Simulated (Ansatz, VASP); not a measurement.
**GaN: VASP beside Ansatz**

```
CELL_PARAMETERS angstrom
0.00000 2.27120 2.27120
2.27120 0.00000 2.27120
2.27120 2.27120 0.00000
ATOMIC_POSITIONS crystal
Ga 0.00000 0.00000 0.00000
N 0.75000 0.75000 0.75000
```

Alike in both runs: task single point; functional r2SCAN; k mesh 10 × 10 × 10; occupations gaussian, width 0.02 eV; no spin polarisation.

|  | VASP | Ansatz |
| --- | --- | --- |
| version | VASP 6.6.1 | Ansatz 0.2.0 |
| potentials or method | VASP PAW PBE potentials, release 64 (Ga_d, N) | scalar-relativistic, plane waves, PAW |
| plane-wave cutoff (eV) | 520 | 500 |
| valence electrons in the cell | 18 | 18 |

```csv
,VASP,Ansatz,Ansatz less VASP
gap on the k mesh at the Fermi level (eV),1.96,1.97,+0.007
least direct gap on the mesh (eV),1.96,1.97,+0.007
pressure (GPa),-4.5,-5.4,-0.97
```

Caveats: the PAW data sets were made with another functional, which shifts forces and pressure a little (VASP). r2SCAN opens gaps a little over a GGA but as a rule still falls short of measured ones.
